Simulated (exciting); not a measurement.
Runs of exciting (release sodium) on InP. Symmetry: F-43m, No. 216, cubic system. Conventional cell: a = 5.861 Å, b = 5.861 Å, c = 5.861 Å, α = 90.00°, β = 90.00°, γ = 90.00°. Around In (site symmetry -43m) lie 4 P at 2.54 Å. P (site symmetry -43m) has 4 In at 2.54 Å as nearest neighbours. 

| task | level | potentials or basis | spin | cell | k mesh | smearing | outputlevel | gmaxvr (cutoff of density and potential) | nempty | valence relativity | epsengy | rgkmax | other keys | mesh quality | gap on the mesh (eV) | moment (μB) |
| --- | --- | --- | --- | --- | --- | --- | --- | --- | --- | --- | --- | --- | --- | --- | --- | --- |
| real-space fields | BP86+D2 | all-electron LAPW+lo, shipped species files, valence relativity iora* | off | as given | 8 × 8 × 8 | gaussian 0.05 eV | low | 14 1/bohr | 10 | iora* | 1e-05 Ha | 6.8 | - | not flagged | (a) | - |
| band structure | LDA-GL+D2 | all-electron LAPW+lo, shipped species files, valence relativity iora* | off | as given | 8 × 8 × 8 | methfessel-paxton-2 0.05 eV | normal | 14 1/bohr | 10 | iora* | 1e-05 Ha | 6.8 | - | not flagged | 0.49 | - |
| single point | LDA-VWN | all-electron LAPW+lo, shipped species files, valence relativity iora* | collinear, ferromagnetic start | as given | 7 × 7 × 7 | gaussian 0.1 eV | normal | 18 1/bohr | 20 | iora* | 1e-05 Ha | 7.8 | gmaxvr = 18; vkloff = 0.25 0.25 0.25 | not flagged | (b) | 0.00 |
| real-space fields | BLYP | all-electron LAPW+lo, shipped species files, valence relativity iora* | off | as given | 8 × 8 × 8 | gaussian 0.136 eV | low | 14 1/bohr | 10 | iora* | 1e-05 Ha | 6.8 | lradstep = 4; mixer = lin | not flagged | 0.60 | - |
| real-space fields | AM05 | all-electron LAPW+lo, shipped species files, valence relativity iora* | SOC, no magnetisation | volume scaled by 0.8 | 6 × 6 × 6 | methfessel-paxton-2 0.1 eV | high | 14 1/bohr | 20 | iora* | 1e-05 Ha | 6.8 | - | not flagged | 1.23 | - |
| band structure | LDA-HL+D2 | all-electron LAPW+lo, shipped species files, valence relativity zora | SOC, no magnetisation | volume scaled by 1.25 | 6 × 6 × 6 | gaussian 0.0272 eV | normal | 14 1/bohr | 20 | zora | 1e-05 Ha | 6.8 | mixer = lin; ValenceRelativity = zora | not flagged | none | - |
| electric field gradients | RPBE+TS | all-electron LAPW+lo, shipped species files, valence relativity iora* | collinear, ferromagnetic start | as given | 7 × 7 × 7 | fermi-dirac 0.05 eV | normal | 14 1/bohr | 20 | iora* | 1e-05 Ha | 7.8 | - | not flagged | 0.84 | 0.00 |

Problem. Estimate the missing entries.

Solution. (a) 0.62; (b) 0.76.

Caveats: spin-orbit coupling is left out, which moves the levels of the heavy elements (some runs); the dispersion energy is computed afterwards and isn't part of the total energy (some runs); the tetrahedron DOS on this energy grid can lose part of the weight of narrow d or f bands (some runs); an odd mesh through Γ misses points on the zone boundary, where band edges often lie (some runs).

A k mesh can miss the band edges, and rows without SOC leave out spin-orbit coupling on In.

A gap of «none» marks a metal or a gap under the smearing width.
